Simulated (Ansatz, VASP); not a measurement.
## Ge in VASP and in Ansatz

The input INCAR:

```
SYSTEM = Ge
ALGO = Normal ; EDIFF = 1E-7
ENCUT = 520 ; GGA = PE
ISIF = 2 ; ISMEAR = -1
LASPH = .True. ; LCHARG = .False.
LREAL = .False. ; LWAVE = .False.
NBANDS = 36 ; NELM = 60
PREC = Accurate ; SIGMA = 0.05
```

KPOINTS

```
k-points
0
Gamma
  8 8 4
  0 0 0
```

POSCAR

```
Ge
1.0
    4.0759897844      0.0000000000      0.0000000000
   -2.0379948922      3.5299106989      0.0000000000
    0.0000000000      0.0000000000      6.7288103778
Ge
4
Direct
    0.3333333333      0.6666666667      0.9370987500
    0.6666666667      0.3333333333      0.4370987500
    0.3333333333      0.6666666667      0.5629012500
    0.6666666667      0.3333333333      0.0629012500
```

input.yaml

```yaml
crystal:
  lattice:
    - [4.0759897844, 0.0, 0.0]
    - [-2.0379948922, 3.5299106989, 0.0]
    - [0.0, 0.0, 6.7288103778]
  atoms:
    - { symbol: Ge, position: [0.3333333333, 0.6666666667, 0.93709875] }
    - { symbol: Ge, position: [0.6666666667, 0.3333333333, 0.43709875] }
    - { symbol: Ge, position: [0.3333333333, 0.6666666667, 0.56290125] }
    - { symbol: Ge, position: [0.6666666667, 0.3333333333, 0.06290125] }
kpoints:
  mp_grid: { grid: [8, 8, 4] }
scf:
  occupations: { method: fermi_dirac, width: 0.05 }
hamiltonian:
  xc: pbe
  pseudopotentials: { kind: all_electron, lapw: { basis_error: 0.001 } }
output:
  forces: true
  stress: true
  eigenvalues: true
```

Change from the starting cell: volume scaled by 1.06.

Alike in both runs: task single point; functional PBE; k mesh 8 × 8 × 4; occupations fermi-dirac, width 0.05 eV; no spin polarisation.

|  | VASP | Ansatz |
| --- | --- | --- |
| version | VASP 6.6.1 | Ansatz 0.2.0 |
| potentials or method | VASP PAW PBE potentials, release 64 (Ge_d) | all-electron LAPW, scalar-relativistic |
| plane-wave cutoff (eV) | 520 | see its input |

```tsv
	VASP	Ansatz	Ansatz less VASP
gap on the k mesh at the Fermi level (eV)	0.12	0.12	0.000
least direct gap on the mesh (eV)	0.20	0.20	0.000
pressure (GPa)	-0.8	-0.8	+0.05
largest component of the traceless stress (GPa)	0.20	0.20	+0.001
rms of the force components (eV/Å)	0.004	0.005	+0.0003
```

Atom by atom the forces differ by 0.000 eV/Å (rms over components). Ansatz ran all-electron here, so the differences hold the error of VASP's frozen core and of both bases.
